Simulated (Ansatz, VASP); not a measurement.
## GaAs: VASP beside Ansatz

Wanted: the spread between two codes on one cell, functional and k mesh. The cell is taken from a series of VASP runs on this material, whose earlier steps may have relaxed, scaled or displaced it; both programs get it as it stands. Other levels of theory on this material are compared in a session of their own.

Program: Ansatz 0.2.0. Level of theory: plane waves, with VASP 6.6.1 beside it; single point at PBEsol, spin-orbit coupling. Results are calculated unless marked as measured.

### Step 1. Starting point

Symmetry: F-43m, No. 216, cubic system. Conventional cell: a = 5.654 Å, b = 5.654 Å, c = 5.654 Å, α = 90.00°, β = 90.00°, γ = 90.00°. Nearest to Ga lie 4 As at 2.45 Å. Nearest to As lie 4 Ga at 2.45 Å. Farther neighbours are not listed.

### Step 2. VASP: single point, PBEsol, spin-orbit coupling

With cell and atoms fixed, the geometry can't cause a difference; cores, projectors, grids and the points listed under the comparison can.

Lines of VASP's logs that name or quote its potential files are left out, and so is its time.

INCAR

```
SYSTEM = GaAs
PREC = Accurate
ENCUT = 400
EDIFF = 1E-08
NELM = 100
ISMEAR = 0
SIGMA = 0.02
LREAL = .FALSE.
ALGO = Normal
GGA = PS
LNONCOLLINEAR = .TRUE.
MAGMOM = 0 0 0 0 0 0
NBANDS = 30
GGA_COMPAT = .FALSE.
LASPH = .TRUE.
LSORBIT = .TRUE.
LORBIT = 11
LWAVE = .FALSE.
LCHARG = .FALSE.
KPAR = 4
```

POSCAR

```
GaAs
1.0
    0.0000000000      2.8268500000      2.8268500000
    2.8268500000      0.0000000000      2.8268500000
    2.8268500000      2.8268500000      0.0000000000
Ga As
1 1
Direct
    0.0000000000      0.0000000000      0.0000000000
    0.7500000000      0.7500000000      0.7500000000
```

KPOINTS

```
Automatic mesh
0
Gamma
8 8 8
0 0 0
```

KPOINTS_OPT

```
points round the band edges
26
Reciprocal
  0.0000000000   0.0000000000   0.0000000000 1
  0.0000000000   0.0000000000   0.0000000000 1
 -0.0000000000  -0.0035992572  -0.0035992572 1
  0.0000000000   0.0035992572   0.0035992572 1
 -0.0035992572   0.0000000000  -0.0035992572 1
  0.0035992572   0.0000000000   0.0035992572 1
 -0.0035992572  -0.0035992572   0.0000000000 1
  0.0035992572   0.0035992572  -0.0000000000 1
 -0.0000000000  -0.0134972145  -0.0134972145 1
  0.0000000000   0.0134972145   0.0134972145 1
 -0.0134972145   0.0000000000  -0.0134972145 1
  0.0134972145   0.0000000000   0.0134972145 1
 -0.0134972145  -0.0134972145   0.0000000000 1
  0.0134972145   0.0134972145  -0.0000000000 1
 -0.0000000000  -0.0035992572  -0.0035992572 1
  0.0000000000   0.0035992572   0.0035992572 1
 -0.0035992572   0.0000000000  -0.0035992572 1
  0.0035992572   0.0000000000   0.0035992572 1
 -0.0035992572  -0.0035992572   0.0000000000 1
  0.0035992572   0.0035992572  -0.0000000000 1
 -0.0000000000  -0.0134972145  -0.0134972145 1
  0.0000000000   0.0134972145   0.0134972145 1
 -0.0134972145   0.0000000000  -0.0134972145 1
  0.0134972145   0.0000000000   0.0134972145 1
 -0.0134972145  -0.0134972145   0.0000000000 1
  0.0134972145   0.0134972145  -0.0000000000 1
```

Potentials, in the order of the species: Ga_d and As (PBE family, release 64).

The run is started by

```console
mpirun -np 4 vasp_ncl
```

Numbers of over 12 decimals in the logs are rounded to 6 here.

The program printed:

```text
[banner, memory and clock lines left out]
running    4 mpi-ranks, on    1 nodes
 distrk:  each k-point on    1 cores,    4 groups
 distr:  one band on    1 cores,    1 groups

 POSCAR found type information on POSCAR GaAs
 POSCAR found :  2 types and       2 ions
|                                                                             |
|               ----> ADVICE to this user running VASP <----                  |
|                                                                             |
|     You enforced a specific xc type in the INCAR file but a different       |
|     [... a line on the potential file left out ...]
|     I HOPE YOU KNOW WHAT YOU ARE DOING!                                     |
|                                                                             |

 LDA part: xc-table for (Slater+PW92), standard interpolation
 POSCAR, INCAR and KPOINTS ok, starting setup
 FFT: planning ... GRIDC
 FFT: planning ... GRID_SOFT
 FFT: planning ... GRID
 WAVECAR not read
 entering main loop
       N       E                     dE             d eps       ncg     rms          rms(c)
DAV:   1     0.115207295810E+03    0.11521E+03   -0.72962E+03  2826   0.145E+03
DAV:   2     0.575880806531E+01   -0.10945E+03   -0.10348E+03  2734   0.376E+02
DAV:   3    -0.883536451720E+01   -0.14594E+02   -0.14403E+02  3034   0.105E+02
DAV:   4    -0.929602380452E+01   -0.46066E+00   -0.45993E+00  3056   0.205E+01
DAV:   5    -0.930404995890E+01   -0.80262E-02   -0.80253E-02  2954   0.262E+00    0.294E+00
DAV:   6    -0.913557866462E+01    0.16847E+00   -0.20015E-01  3836   0.981E+00    0.168E+00
DAV:   7    -0.910506364352E+01    0.30515E-01   -0.91146E-02  3442   0.255E+00    0.546E-01
DAV:   8    -0.910360928791E+01    0.14544E-02   -0.15561E-02  3284   0.190E+00    0.142E-01
DAV:   9    -0.910366548027E+01   -0.56192E-04   -0.17932E-03  3384   0.863E-01    0.634E-02
DAV:  10    -0.910368925685E+01   -0.23777E-04   -0.22371E-04  2950   0.139E-01    0.267E-02
DAV:  11    -0.910370100893E+01   -0.11752E-04   -0.23389E-05  3788   0.639E-02    0.133E-02
DAV:  12    -0.910371078493E+01   -0.97760E-05   -0.13170E-05  2832   0.269E-02    0.467E-03
DAV:  13    -0.910371080472E+01   -0.19792E-07   -0.41839E-07  3050   0.743E-03    0.385E-03
DAV:  14    -0.910371085111E+01   -0.46386E-07   -0.19938E-07  2944   0.457E-03    0.527E-04
DAV:  15    -0.910371082527E+01    0.25838E-07   -0.26523E-08  3140   0.346E-03    0.276E-04
DAV:  16    -0.910371082800E+01   -0.27317E-08   -0.32272E-09  1722   0.912E-04
   1 F= -.91037108E+01 E0= -.91037108E+01  d E =-.128186E-14  mag=    -0.0000     0.0000    -0.0000
 Start KPOINTS_OPT (optional k-point list driver)
k-point batch [1-26\26]
       N       E                     dE             ncg
DAV:   1     0.656069038173E+03    0.52513E+03     1684
DAV:   2    -0.224252546148E+04   -0.28986E+04     1626
DAV:   3    -0.265843597771E+04   -0.41591E+03     1916
DAV:   4    -0.267409883755E+04   -0.15663E+02     1772
DAV:   5    -0.267438766659E+04   -0.28883E+00     1818
DAV:   6    -0.267440034309E+04   -0.12677E-01     2252
DAV:   7    -0.267440058393E+04   -0.24083E-03     1894
DAV:   8    -0.267440058733E+04   -0.34014E-05     2276
DAV:   9    -0.267440058735E+04   -0.26956E-07     1380
DAV:  10    -0.267440058736E+04   -0.10273E-08     1242
```

OUTCAR, selected parts (step 2):

```text
ion  position               nearest neighbor table
   1  0.000  0.000  0.000-   2 2.45   2 2.45   2 2.45   2 2.45
   2  0.750  0.750  0.750-   1 2.45   1 2.45   1 2.45   1 2.45

  LATTYP: Found a face centered cubic cell.
 ALAT       =     5.6537000000

 Subroutine GETGRP returns: Found 24 space group operations
 (whereof 24 operations were pure point group operations)

The static configuration has the point symmetry T_d .

 Found     43 irreducible k-points:

   k-points           NKPTS =     43   k-points in BZ     NKDIM =     43   number of bands    NBANDS=     30

   dimension x,y,z NGX =    28 NGY =   28 NGZ =   28
   dimension x,y,z NGXF=    56 NGYF=   56 NGZF=   56

   ENCUT  =  400.0 eV  29.40 Ry    5.42 a.u.   6.52  6.52  6.52*2*pi/ulx,y,z

   NELECT =      18.0000    total number of electrons

 k-points in reciprocal lattice and weights: Automatic mesh
   0.00000000  0.00000000  0.00000000       0.002
   0.12500000  0.00000000  0.00000000       0.008
  -0.12500000  0.00000000  0.00000000       0.008
   0.25000000  0.00000000  0.00000000       0.008
  -0.25000000  0.00000000  0.00000000       0.008
   0.37500000  0.00000000  0.00000000       0.008
  -0.37500000  0.00000000  0.00000000       0.008
   0.50000000  0.00000000  0.00000000       0.008
   0.12500000  0.12500000  0.00000000       0.012
[...]
-0.37500000  0.50000000  0.12500000       0.023
  -0.25000000  0.50000000  0.25000000       0.012

 average (electrostatic) potential at core
       1 -66.2246       2 -50.2065

 E-fermi :   4.0132

 k-point     1 :       0.0000    0.0000    0.0000
  band No.  band energies     occupation
    ...
     14       3.5840      1.00000
     15       3.9147      1.00000
     16       3.9147      1.00000
     17       3.9147      1.00000
     18       3.9147      1.00000
     19       4.2615      0.00000
     20       4.2615      0.00000
     21       7.3694      0.00000
     22       7.3694      0.00000
     23       7.5550      0.00000
    ...

 k-point     2 :       0.1250    0.0000    0.0000
  band No.  band energies     occupation
    ...
     14       1.8112      1.00000
     15       3.4601      1.00000
     16       3.4601      1.00000
     17       3.6712      1.00000
     18       3.6740      1.00000
     19       5.3500      0.00000
     20       5.3500      0.00000
     21       7.7729      0.00000
     22       7.7729      0.00000
     23       7.9070      0.00000
    ...

 k-point     3 :      -0.1250    0.0000    0.0000
  band No.  band energies     occupation
    ...
     14       1.8112      1.00000
     15       3.4601      1.00000
     16       3.4601      1.00000
     17       3.6712      1.00000
     18       3.6740      1.00000
     19       5.3500      0.00000
     20       5.3500      0.00000
     21       7.7729      0.00000
     22       7.7729      0.00000
     23       7.9070      0.00000
    ...

  Total        0.0380653      0.0380653      0.0380653      0.0000000      0.0000000      0.0000000
  in kB        1.3498998      1.3498998      1.3498998      0.0000000      0.0000000      0.0000000
  external PRESSURE =       1.3498998 kB  Pullay stress =       0.0000000 kB

  energy-cutoff  :      400.00
  volume of cell :       45.18
      direct lattice vectors                 reciprocal lattice vectors
     0.000000000  2.826850000  2.826850000    -0.176875321  0.176875321  0.176875321
     2.826850000  0.000000000  2.826850000     0.176875321 -0.176875321  0.176875321
     2.826850000  2.826850000  0.000000000     0.176875321  0.176875321 -0.176875321

 POSITION                                       TOTAL-FORCE (eV/Angst)
 -----------------------------------------------------------------------------------
      0.00000      0.00000      0.00000         0.000000      0.000000      0.000000
      4.24027      4.24027      4.24027        -0.000000     -0.000000     -0.000000
 -----------------------------------------------------------------------------------
    total drift:                               -0.000001     -0.000001     -0.000001

  FREE ENERGIE OF THE ION-ELECTRON SYSTEM (eV)
  ---------------------------------------------------
  free  energy   TOTEN  =        -9.1037108280 eV

  energy  without entropy=       -9.1037108280  energy(sigma->0) =       -9.10371083

 Spin-Orbit-Coupling matrix elements
 Ion:    1  E_soc:     -0.0120170
 Ion:    2  E_soc:     -0.0239055

 total charge
# of ion       s       p       d       tot
------------------------------------------
    1        0.883   0.804   9.994  11.681
    2        1.212   1.591   0.031   2.834
--------------------------------------------------
tot          2.095   2.395  10.025  14.515

 magnetization (x)
# of ion       s       p       d       tot
------------------------------------------
    1        0.000   0.000   0.000   0.000
    2       -0.000   0.000   0.000   0.000
--------------------------------------------------
tot         -0.000   0.000   0.000   0.000

 magnetization (y)
# of ion       s       p       d       tot
------------------------------------------
    1        0.000  -0.000   0.000  -0.000
    2        0.000   0.000   0.000   0.000
--------------------------------------------------
tot          0.000  -0.000   0.000  -0.000

 magnetization (z)
# of ion       s       p       d       tot
------------------------------------------
    1        0.000  -0.000   0.000  -0.000
    2       -0.000   0.000  -0.000   0.000
--------------------------------------------------
tot          0.000   0.000  -0.000   0.000

[... 3 further parts left out ...]
```

The run ends at a pressure of 0.13 GPa.

### Step 3. Ansatz: single point, PBEsol, spin-orbit coupling

Ansatz runs on its fully relativistic PAW (standard-fr) files.

The same cell, functional, mesh and smearing now go to Ansatz, which takes its cutoff from its data sets.

input.yaml

```yaml
crystal:
  lattice:
    - [0.0, 2.82685, 2.82685]
    - [2.82685, 0.0, 2.82685]
    - [2.82685, 2.82685, 0.0]
  atoms:
    - { symbol: Ga, position: [0.0, 0.0, 0.0] }
    - { symbol: As, position: [0.75, 0.75, 0.75] }
hamiltonian:
  xc: pbesol
  pseudopotentials: { kind: paw_fr }
magnetization:
  noncollinear: true
  spin_orbit: true
kpoints:
  mp_grid: { grid: [8, 8, 8] }
scf:
  occupations: { method: gaussian, width: 0.02 }
  n_extra_bands: 8
output:
  forces: true
  stress: true
  eigenvalues: true
```

The run is started by

```console
ansatz run input.yaml --threads 2 --pin off --max-ram 4608MiB --backend cpu --events-out ev --progress --plain --runs-dir out
```

The program printed:

```text
scf.n_extra_bands = 8 over 28 filled bands (N_el = 28.0): the run solves 36 bands
Engine: ansatz 0.2.0, x86_64-unknown-linux-gnu
Pseudopotentials: kind: paw_fr
Pseudopotential: Ga, paw_fr, valence charge 13, recommended cutoff 420 eV (normal), Ga.paw.azcp#standard-fr
Pseudopotential: As, paw_fr, valence charge 15, recommended cutoff 420 eV (normal), As.paw.azcp#standard-fr
Functional definition: PBEsol
  exchange = pbesol_x
  correlation = pbesol_c
non-collinear run that drives no moment, with spin-orbit: no starting moment large enough to seed its density (crystal.atoms[].spin), no starting occupations that ask for one, no magnetisation constraint and no magnetic field, so the semilocal B_xc is pinned to zero
Crystal: 2 atoms, lattice volume = 45.179 Å³
Basis set: ecut = 420 eV, 893 PW (Γ), exchange–correlation on 54×54×54 points (8 copies of the dense FFT grid, shifted against one another)
Bands: 36, of which v1, the nominal top of the filled ones, is band 28 counted from 1 (27 counted from 0)
Symmetry: 24 space group operations + 24 with time reversal
Magnetic group: BNS 216.75 (UNI 1577), of the structure as read, at distance tolerance 3.6e-5 Å
k-points: 29 of 512 (time reversal used)
Projection manifold: j_resolved (fully-relativistic pseudo-atomic orbitals)
Non-local potential: Ga, projectors of the file, l = 0: 2, l = 1: 4, l = 2: 6, l = 3: 2
Non-local potential: As, projectors of the file, l = 0: 2, l = 1: 4, l = 2: 6, l = 3: 2
PAW form: soft (Blöchl's): semilocal exchange-correlation on the pseudo side does not see the compensation charge
PAW frozen core: Ga, regenerated for the run's functional, and the local potential with it (the file was generated under x = pbe(κ = 0.804, μ = 0.219515), c = pbe(β = 0.066725))
PAW frozen core: As, regenerated for the run's functional, and the local potential with it (the file was generated under x = pbe(κ = 0.804, μ = 0.219515), c = pbe(β = 0.066725))
PAW one-centre angular grid: Ga, 590 points (default); XC on 64 Gauss nodes
PAW one-centre angular grid: As, 590 points (default); XC on 64 Gauss nodes
Initial density: superposition of atomic densities (chi_scale 0.1, normalization cell, long waves kept (reshape's long-wave potential 0.00 eV rms))
Initial wavefunctions: pseudopotential atomic-orbital guess
Functional: x = pbesol(κ = 0.804, μ = 0.123457), c = pbesol(β = 0.046)
SCF iter   1: F=—  HF=-8557.151234 eV  |F-HF|=—  |Δ(HF+E_count)|=         —  Δρ=3.79e-2  dr2=4.06e-1  dr2_m=0.00e0 (ungated)  ethr=3.10e-3  |M|=0.00e0 ∫|m|=0.00e0 μB  |m|>n=0.0e0 m-floor=0.0e0 τ_xc=0.0e0  β_m=0.30  ⟨swp⟩=7.4  Hψ=4945  notcnv=0
preconditioner: auto → none  [insulator: Δε(μ)=0.358 eV  Ē_g=15.690 eV  σ=0.020 eV  W_gap=1.00  n_scr=14 (ndim 8)  ℏωp=23.4 eV  f_vac=0.001  D(μ)=0.00/eV (n_scr^D=0)  ε∞_Penn≈3.2]
SCF iter   2: F=—  HF=-8557.092094 eV  |F-HF|=—  |Δ(HF+E_count)|=   5.91e-2  Δρ=2.47e-2  dr2=1.73e-1  dr2_m=0.00e0 (ungated)  ethr=1.45e-3  |M|=0.00e0 ∫|m|=0.00e0 μB  |m|>n=0.0e0 m-floor=0.0e0 τ_xc=0.0e0  β_m=0.58  ⟨swp⟩=2.0  Hψ=1411  notcnv=0  defer=89
SCF iter   3: F=—  HF=-8557.057002 eV  |F-HF|=—  |Δ(HF+E_count)|=   3.51e-2  Δρ=4.96e-3  dr2=5.90e-3  dr2_m=0.00e0 (ungated)  ethr=6.17e-4  |M|=0.00e0 ∫|m|=0.00e0 μB  |m|>n=0.0e0 m-floor=0.0e0 τ_xc=0.0e0  β_m=0.48  ⟨swp⟩=3.0  Hψ=1612  notcnv=0  defer=93
SCF iter   4: F=—  HF=-8557.052256 eV  |F-HF|=—  |Δ(HF+E_count)|=   4.75e-3  Δρ=1.14e-3  dr2=2.03e-4  dr2_m=0.00e0 (ungated)  ethr=2.11e-5  |M|=0.00e0 ∫|m|=0.00e0 μB  |m|>n=0.0e0 m-floor=0.0e0 τ_xc=0.0e0  β_m=0.64  ⟨swp⟩=2.0  Hψ=1613  notcnv=0  defer=93
SCF iter   5: F=—  HF=-8557.052257 eV  |F-HF|=—  |Δ(HF+E_count)|=   9.31e-7  Δρ=2.57e-4  dr2=1.96e-5  dr2_m=0.00e0 (ungated)  ethr=7.25e-7  |M|=0.00e0 ∫|m|=0.00e0 μB  |m|>n=0.0e0 m-floor=0.0e0 τ_xc=0.0e0  β_m=0.62  ⟨swp⟩=2.1  Hψ=1708  notcnv=0  defer=93
SCF iter   6: F=—  HF=-8557.052252 eV  |F-HF|=—  |Δ(HF+E_count)|=   5.12e-6  Δρ=7.43e-5  dr2=2.12e-6  dr2_m=0.00e0 (ungated)  ethr=6.99e-8  |M|=0.00e0 ∫|m|=0.00e0 μB  |m|>n=0.0e0 m-floor=0.0e0 τ_xc=0.0e0  β_m=0.62  ⟨swp⟩=2.0  Hψ=1768  notcnv=0  defer=93
SCF iter   7: F=—  HF=-8557.052252 eV  |F-HF|=—  |Δ(HF+E_count)|=   2.86e-7  Δρ=1.79e-5  dr2=8.19e-8  dr2_m=0.00e0 (ungated)  ethr=3.57e-10  |M|=0.00e0 ∫|m|=0.00e0 μB  |m|>n=0.0e0 m-floor=0.0e0 τ_xc=0.0e0  β_m=0.74  ⟨swp⟩=7.9  Hψ=5253  notcnv=0
SCF iter   8: F=-8557.052252 eV  HF=-8557.052252 eV  |F-HF|=1.48e-9  |Δ(HF+E_count)|=   4.22e-8  Δρ=2.06e-6  dr2=1.36e-9  dr2_m=0.00e0 (ungated)  ethr=2.93e-10  |M|=0.00e0 ∫|m|=0.00e0 μB  |m|>n=0.0e0 m-floor=0.0e0 τ_xc=0.0e0  ⟨swp⟩=4.8  Hψ=3870  notcnv=0
SCF 1 converged in 8 iterations: F = -8557.052252 eV  dr2 = 1.36e-9
  greatest PAW one-centre occupation: 0.999 electrons in one spin orbital (limit 2), on the As atom at site 1 (counted from 0), in its partial waves of l = 2
SCF converged after 8 iterations
Magnetization: |M| = 0.0000 μB,  M = (+0.0000, +0.0000, +0.0000) μB
Absolute magnetization: 0.0000 μB (∫|m|)
  site 0: m = (+0.0000, +0.0000, +0.0000) μB, |m| = 0.0000 μB  (R = 1.01 Å)
  site 1: m = (+0.0000, +0.0000, +0.0000) μB, |m| = 0.0000 μB  (R = 1.01 Å)
Free energy (F): -8557.052252 eV
Harris-Foulkes:  -8557.052252 eV  (|F-HF|=1.48e-9)
Internal energy: -8557.052252 eV  (E = F + TS)
E sigma→0 (E₀):  -8557.052252 eV
Fermi energy:    8.328588 eV
--- Per-component energies (eV) ---
  E_band       = -316.129913
  E_kinetic    = 219.485410
  E_local      = -3918.967126  (includes V_loc(G=0)·N_el)
  E_nonlocal   = -241.848787
  E_hartree    = 1971.844435
  E_xc         = -147.273038
  E_vxc        = -137.462982  (∫ρ·V_xc dr)
  E_paw        = -3743.401018  (= ΣΔE_a)
  E_vpaw       = -181.024044  (= ΣTr[D̂ρ^β])
  E_aug_tail   = -0.000141  (compensation charges beyond the density's cutoff)
  E_ewald      = -2698.727786
  E_core_change = 1.835800  (= ΣΔE_core)
  E_smearing   = -0.000000  (= −TS)
  E_closure    = 0.000000  (closes the sum)
  Σ components = -8557.052252   (vs F -8557.052252, Δ=0.00e0)
--- Forces (eV/Å), atoms counted from 1 ---
  atom   1  Ga    -0.00000000     0.00000000     0.00000000
  atom   2  As     0.00000000    -0.00000000     0.00000000
  max |Σ_I F_I| component: 2.68e-16 eV/Å
--- Stress (GPa, compression-positive) ---
        0.173088       0.000000      -0.000000
        0.000000       0.173088       0.000000
       -0.000000       0.000000       0.173088
  P = ⅓ Tr σ = 0.1731 GPa (1.731 kbar)
--- Band table (eV; the first three rows and the last of 29) ---
  k-point 0: bands = [... 24 lower, 8.1619, 8.1619, 8.1619, 8.1619, 8.4944, 8.4944, 11.6241, 11.6241, ... 4 higher]
  k-point 1: bands = [... 24 lower, 7.7035, 7.7035, 7.9194, 7.9222, 9.5896, 9.5896, 12.0269, 12.0269, ... 4 higher]
  k-point 2: bands = [... 24 lower, 7.2613, 7.2613, 7.4713, 7.4746, 9.4359, 9.4359, 12.5527, 12.5527, ... 4 higher]
  k-point 28: bands = [... 24 lower, 4.4153, 4.5370, 4.6574, 4.6975, 12.5187, 12.6806, 12.7213, 12.7261, ... 4 higher]
```

The job ended after 3.4 s (2 threads of Intel Xeon 6975P-C (Granite Rapids), shared host; peak memory 0.54 GiB).

The column dr2 measures how far the density is from self-consistency, as an energy; F and HF (Harris–Foulkes) agree once it is small.

The run ends at a pressure of 0.17 GPa.

### Step 4. Differences

Known differences besides the potentials themselves: spin-orbit coupling enters by fully relativistic files in Ansatz and inside the spheres in VASP; the data sets hold 28 valence electrons in Ansatz (fully relativistic PAW (standard-fr) files) and 18 in VASP; the cutoff is 420 eV in Ansatz and 400 eV in VASP; Ansatz makes its cores anew for this functional, VASP keeps those of its PBE data sets. Total energies have different zeros and are not compared.

The two programs side by side:

| quantity | Ansatz | VASP | difference |
| --- | --- | --- | --- |
| pressure (GPa) | 0.17 | 0.13 | +0.04 |
| gap on the k mesh (eV) | 0.332 | 0.347 | -0.014 |

A gap on the mesh is an upper bound, since the band edges may lie between its points. Ansatz's pressure holds a Pulay correction of 0.03 GPa; VASP's holds none.

### Step 5. Outcome

| Quantity | Value |
| --- | --- |
| difference in gap on the k mesh (single point, PBEsol, spin-orbit coupling) | -0.014 eV |

In words: The difference in gap on the k mesh is -0.014 eV (single point, PBEsol, spin-orbit coupling), within the 0.08 eV picked in this series as the mark of a large difference. 4 further runs of this series are not shown here. How closely two codes agree says nothing of how well the functional describes the real material.

[Lines on the potential files, build, host, timing and source positions are cut from VASP's logs without a mark.]

[Logs are printed without paths, hosts, clocks, repeated set-up lines and the standing remarks that a program may print on its own settings, such as how far it seeks lower states.]

[Hosts, paths, dates, database ids (printed as entryN), source tags and the programs' standing remarks are cut or masked in the printed files.]
